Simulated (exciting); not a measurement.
# Cr (Cmcm) in exciting: single point with AM05

Aim: the single point of Cr with AM05.

All numbers are computed with exciting (release sodium); they aren't measurements. Logs are shortened: lines on timing, memory, paths and dates and some standing lists are left out, and cuts for length are marked.

## 1. Starting point

It takes space group Cmcm (No. 63, orthorhombic). Conventional cell: a = 2.294 Å, b = 4.934 Å, c = 4.064 Å, α = 90.00°, β = 90.00°, γ = 90.00°. Cr (site symmetry m2m) has 8 Cr at 2.29 to 2.62 Å as nearest neighbours.

This isn't the form of Cr at room conditions, which is bcc.

## 2. Single point, AM05, collinear spin, antiferromagnetic start

The input, input.xml:

```xml
<input>
  <title>Cr</title>
  <structure speciespath="./" tshift="false" cartesian="true">
    <crystal scale="1.88972612463">
      <basevect>-2.080239755700 0.000000000000 -1.753436728900</basevect>
      <basevect>0.000000000000 0.000000000000 2.720650253800</basevect>
      <basevect>0.000000000000 4.064310740000 0.000000000000</basevect>
    </crystal>
    <species speciesfile="Cr.xml" rmt="2">
      <atom coord="-3.422136184697 5.760325637981 -2.218894174204" bfcmt="0 0 -8"/>
      <atom coord="-0.508947227135 1.920108545994 4.046662840299" bfcmt="0 0 8"/>
    </species>
  </structure>
  <groundstate do="fromscratch" ngridk="9 9 5" rgkmax="9" gmaxvr="14" lmaxapw="10" lmaxmat="10" lmaxvr="8" stype="Gaussian" swidth="0.00367493" nempty="28" ValenceRelativity="iora*" epsengy="1e-05" epspot="1e-05" maxscl="90" tforce="true" outputlevel="normal" mixer="pulay" deband="0.005">
    <libxc exchange="XC_GGA_X_AM05" correlation="XC_GGA_C_AM05"/>
    <spin reducebf="0.5"/>
  </groundstate>
</input>
```

Potentials or basis: all-electron LAPW+lo, shipped species files, valence relativity iora*.

Run with:

```
OMP_NUM_THREADS=1 exciting_smp
```

INFO.OUT:

```text
================================================================================
EXCITING SODIUM started
[... 10 lines left out ...]

 Lattice vectors (cartesian) :
     -3.9310834118      0.0000000000     -3.3135151945
      0.0000000000      0.0000000000      5.1412838606
      0.0000000000      7.6804341840      0.0000000000

 Reciprocal lattice vectors (cartesian) :
     -1.5983342628      0.0000000000      0.0000000000
     -1.0301132965      0.0000000000      1.2221043377
      0.0000000000      0.8180768374     -0.0000000000

 Unit cell volume                           :     155.2278397880
 Brillouin zone volume                      :       1.5979750397

 Species :    1 (Cr)
     parameters loaded from                 :    Cr.xml
     name                                   :    chromium
     nuclear charge                         :     -24.00000000
     electronic charge                      :      24.00000000
     atomic mass                            :   94783.09195000
     muffin-tin radius                      :       2.00000000
     # of radial points in muffin-tin       :     350

     atomic positions (cartesian) :
       1 :  -3.42213618  5.76032564 -2.21889417
       2 :  -0.50894723  1.92010855  4.04666284

     magnetic fields (cartesian) :
       1 :   0.00000000  0.00000000 -8.00000000
       2 :   0.00000000  0.00000000  8.00000000

 Total number of atoms per unit cell        :       2

 Spin treatment                             :    spin-polarised
 Global magnetic field (cartesian) :        0.00000000   0.00000000   0.00000000
 collinear magnetisation in z-direction

 Number of Bravais lattice symmetries       :       8
 Number of crystal symmetries               :       4

 k-point grid                               :       9    9    5
 Total number of k-points                   :     115
 k-point set is reduced with crystal symmetries

 R^MT_min * |G+k|_max (rgkmax)              :       9.00000000
 Species with R^MT_min                      :       1 (Cr)
 Maximum |G+k| for APW functions            :       4.50000000
 Maximum |G| for potential and density      :      14.00000000

 G-vector grid sizes                        :      24    24    36
 Total number of G-vectors                  :    7235

 Maximum angular momentum used for
     APW functions                          :      10
     computing H and O matrix elements      :      10
     potential and density                  :       8
     inner part of muffin-tin               :       2

 Total nuclear charge                       :     -48.00000000
 Total electronic charge                    :      48.00000000
 Total core charge                          :      20.00000000
 Total valence charge                       :      28.00000000

 Number of empty states                     :      28
 Total number of valence states             :      86

 Maximum Hamiltonian size                   :     273
 Maximum number of plane-waves              :     247
 Total number of local-orbitals             :      26

 Exchange-correlation type                  :     100
     libxc; exchange: Armiento & Mattsson 05; correlation: Armiento & Mattsson 05 (see libxc for references)

 Smearing scheme                            :    Gaussian
 Smearing width                             :       0.00367493

 Using Pulay potential mixing

++++++++++++++++++++++++++++++++++++++++++++++++++++++++++++++++++++++++++++++++
[... 14 lines left out ...]
+ SCF iteration number :    1                                                  +
++++++++++++++++++++++++++++++++++++++++++++++++++++++++++++++++++++++++++++++++
 Total energy                               :     -2079.68416767
 _______________________________________________________________
 Fermi energy                               :         0.52412309
 Kinetic energy                             :      2129.70181722
 Coulomb energy                             :     -4116.45824088
 Exchange energy                            :       -89.23548433
 Correlation energy                         :        -3.69225967
 No external B-field energy in total energy

 DOS at Fermi energy (states/Ha/cell)       :        63.52756411

 Electron charges :
     core                                   :        20.00000000
     core leakage                           :         0.00000001
     valence                                :        28.00000000
     interstitial                           :         4.90100497
     charge in muffin-tin spheres :
                  atom     1    Cr          :        21.54949751
                  atom     2    Cr          :        21.54949751
     total charge in muffin-tins            :        43.09899503
     total charge                           :        48.00000000

 Moments :
     interstitial                           :         0.00000000
     moment in muffin-tin spheres :
                  atom     1    Cr          :         0.69287001
                  atom     2    Cr          :        -0.69287001
     total moment in muffin-tins            :         0.00000000
     total moment                           :         0.00000000
[... 319 lines left out ...]
 Electron charges :
     core                                   :        20.00000000
     core leakage                           :         0.00000001
     valence                                :        28.00000000
     interstitial                           :         4.16489693
     charge in muffin-tin spheres :
                  atom     1    Cr          :        21.91755154
                  atom     2    Cr          :        21.91755154
     total charge in muffin-tins            :        43.83510307
     total charge                           :        48.00000000

 Moments :
     interstitial                           :         0.00000000
     moment in muffin-tin spheres :
                  atom     1    Cr          :         0.18394949
                  atom     2    Cr          :        -0.18394949
     total moment in muffin-tins            :         0.00000000
     total moment                           :         0.00000000

 RMS change in effective potential (target) :  0.802705E-03  ( 0.100000E-04)
 Absolute change in total energy   (target) :  0.239942      ( 0.100000E-04)
 Charge distance                   (target) :  0.586963E-03  ( 0.100000E-04)
 Abs. change in max-nonIBS-force   (target) :  0.102086E-01  ( 0.500000E-04)

++++++++++++++++++++++++++++++++++++++++++++++++++++++++++++++++++++++++++++++++
[... 23 further cycles ...]
+ SCF iteration number :   34                                                  +
++++++++++++++++++++++++++++++++++++++++++++++++++++++++++++++++++++++++++++++++
 Total energy                               :     -2097.99998788
 _______________________________________________________________
 Fermi energy                               :         0.45424968
 Kinetic energy                             :      2121.16767876
 Coulomb energy                             :     -4125.39359594
 Exchange energy                            :       -90.05997441
 Correlation energy                         :        -3.71409629
 No external B-field energy in total energy

 DOS at Fermi energy (states/Ha/cell)       :        82.21194365

 Electron charges :
     core                                   :        20.00000000
     core leakage                           :         0.00000001
     valence                                :        28.00000000
     interstitial                           :         4.17004633
     charge in muffin-tin spheres :
                  atom     1    Cr          :        21.91497684
                  atom     2    Cr          :        21.91497684
     total charge in muffin-tins            :        43.82995367
     total charge                           :        48.00000000

 Moments :
     interstitial                           :        -0.00000000
     moment in muffin-tin spheres :
                  atom     1    Cr          :         0.00019198
                  atom     2    Cr          :        -0.00019198
     total moment in muffin-tins            :         0.00000000
     total moment                           :        -0.00000000
[... 324 lines left out ...]
 Electron charges :
     core                                   :        20.00000000
     core leakage                           :         0.00000001
     valence                                :        28.00000000
     interstitial                           :         4.17004736
     charge in muffin-tin spheres :
                  atom     1    Cr          :        21.91497632
                  atom     2    Cr          :        21.91497632
     total charge in muffin-tins            :        43.82995264
     total charge                           :        48.00000000

 Moments :
     interstitial                           :         0.00000000
     moment in muffin-tin spheres :
                  atom     1    Cr          :         0.00001914
                  atom     2    Cr          :        -0.00001914
     total moment in muffin-tins            :         0.00000000
     total moment                           :         0.00000000

 RMS change in effective potential (target) :  0.541335E-07  ( 0.100000E-04)
 Absolute change in total energy   (target) :  0.461776E-05  ( 0.100000E-04)
 Charge distance                   (target) :  0.294314E-07  ( 0.100000E-04)
 Abs. change in max-nonIBS-force   (target) :  0.948483E-09  ( 0.500000E-04)

++++++++++++++++++++++++++++++++++++++++++++++++++++++++++++++++++++++++++++++++
| Convergency criteria checked for the last 2 iterations                       +
| Convergence targets achieved. Performing final SCF iteration                 +
++++++++++++++++++++++++++++++++++++++++++++++++++++++++++++++++++++++++++++++++
 Total energy                               :     -2097.99995590
 _______________________________________________________________
 Fermi energy                               :         0.45424981
 Kinetic energy                             :      2121.16769307
 Coulomb energy                             :     -4125.39357968
 Exchange energy                            :       -90.05997303
 Correlation energy                         :        -3.71409626
 No external B-field energy in total energy

 DOS at Fermi energy (states/Ha/cell)       :        82.21186451

 Electron charges :
     core                                   :        20.00000000
     core leakage                           :         0.00000001
     valence                                :        28.00000000
     interstitial                           :         4.17004739
     charge in muffin-tin spheres :
                  atom     1    Cr          :        21.91497631
                  atom     2    Cr          :        21.91497631
     total charge in muffin-tins            :        43.82995261
     total charge                           :        48.00000000

 Moments :
     interstitial                           :         0.00000000
     moment in muffin-tin spheres :
                  atom     1    Cr          :         0.00000746
                  atom     2    Cr          :        -0.00000746
     total moment in muffin-tins            :         0.00000000
     total moment                           :         0.00000000

++++++++++++++++++++++++++++++++++++++++++++++++++++++++++++++++++++++++++++++++
+ Self-consistent loop stopped                                                 +
++++++++++++++++++++++++++++++++++++++++++++++++++++++++++++++++++++++++++++++++
 STATE.OUT is written

--------------------------------------------------------------------------------
- Writing atomic positions and forces                                          -
--------------------------------------------------------------------------------

 Atomic positions (cartesian) :
 atom     1  Cr  :    -3.42213618    5.76032564   -2.21889417
 atom     2  Cr  :    -0.50894723    1.92010855    4.04666284

 Total atomic forces including IBS (cartesian) :
 atom     1  Cr  :     0.00167286   -0.00003507    0.00359792
 atom     2  Cr  :    -0.00167286    0.00003507   -0.00359792

 Atomic force components including IBS (cartesian) :
 atom     1  Cr  :     0.02327994   -0.00004804    0.05006946   HF force
                 :    -0.01748908   -0.00000534   -0.03761473   core correction
                 :    -0.00411800    0.00001830   -0.00885682   IBS correction
 atom     2  Cr  :    -0.02327994    0.00004804   -0.05006946   HF force
                 :     0.01748908    0.00000534    0.03761473   core correction
                 :     0.00411800   -0.00001830    0.00885682   IBS correction

********************************************************************************
[... 7 lines left out ...]
| EXCITING SODIUM stopped                                                      =
================================================================================
```

Run time: 15 min. Hardware: 1 thread of Arm Neoverse V1, shared host; peak memory 0.15 GiB.

What came out:

```
Free energy                                       : -57089.5023 eV
Band gap on the k mesh                            : none (metal or under the smearing width)
Net moment                                        : 0.00 μB per cell
All electrons inside the program's atomic spheres : Cr 21.91 (radii Cr 2.0 bohr)
Density of states at the Fermi level              : 3.02 states/eV per cell
```

Caveat: the starting moments collapsed, and a magnetic state may lie lower; the log's total energy holds no entropy term; the free energy is that total less TS from the occupations.
